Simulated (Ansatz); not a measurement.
Runs of Ansatz 0.2.0 on AlCu3. Symmetry: Pm-3m, No. 221, cubic system. Conventional cell: a = 3.637 Å, b = 3.637 Å, c = 3.637 Å, α = 90.00°, β = 90.00°, γ = 90.00°. Around Cu (site symmetry 4/mmm) lie 8 Cu at 2.57 Å and 4 Al at 2.57 Å. Around Al (site symmetry m-3m) lie 12 Cu at 2.57 Å. The cell comes from a database or a generator and needn't be the stable form of this composition.

| task | level | cell | cutoff (eV) | gap on the mesh (eV) | pressure (GPa) | V0 of scaled cells (Å³/atom) | relaxed volume (Å³/atom) | B0 (GPa) |
| --- | --- | --- | --- | --- | --- | --- | --- | --- |
| equation of state | r2SCAN | as given | 500 | - | - | (b) | - | (a) |
| relaxation of cell and atoms | PBEsol+D3(BJ) | relaxed | 420 | none | 0.0 | - | 11.46 | - |
| relaxation of cell and atoms | PBEsol+D4 | relaxed | 420 | none | 0.0 | - | 11.69 | - |
| relaxation of cell and atoms | PBEsol | relaxed | 420 | none | 0.0 | - | 11.97 | - |
| equation of state | PBEsol | as given | 420 | - | - | 11.97 | - | 153 |

Alike in all rows: potentials or basis Ansatz PAW; no spin polarisation; k mesh 7 × 7 × 7; smearing fermi-dirac 0.05 eV.

Estimate the missing entries.

(a) 152; (b) 12.07.

Caveats: the PAW data sets come from PBE, with cores solved anew for the run's functional, which leaves a small shift of forces and pressure; the plane-wave basis is chosen anew once the cell has moved, so the energies of steps on either side of that aren't comparable (some runs); pairwise dispersion overbinds metals, which lowers pressure and volume (some runs).

A k mesh can miss the band edges.

A gap of «none» marks a metal or a gap under the smearing width.

Not every run made on this cell is shown here.
